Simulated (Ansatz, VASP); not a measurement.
# Two plane-wave programs on As

```
CELL_PARAMETERS angstrom
1.90361 1.09905 3.60816
-1.90361 1.09905 3.60816
0.00000 -2.19810 3.60816
ATOMIC_POSITIONS crystal
As 0.77371 0.77371 0.77371
As 0.22629 0.22629 0.22629
```

Alike in both runs: task single point; functional PBE; k mesh 10 × 10 × 10; no spin polarisation.

|  | VASP | Ansatz |
| --- | --- | --- |
| version | VASP 6.6.1 | Ansatz 0.2.0 |
| potentials or method | VASP PAW PBE potentials, release 64 (As) | plane waves (420 eV) with PAW, scalar-relativistic |
| plane-wave cutoff (eV) | 520 | 420 |
| occupations | methfessel-paxton of order 1, width 0.3 eV | cold, width 0.3 eV |
| valence electrons in the cell | 10 | 30 |

|  | VASP | Ansatz | Ansatz less VASP |
| --- | --- | --- | --- |
| pressure (GPa) | 0.3 | 0.0 | -0.26 |
| largest component of the traceless stress (GPa) | 0.14 | 0.03 | -0.101 |

The two sets of potentials don't hold the same shells in valence.
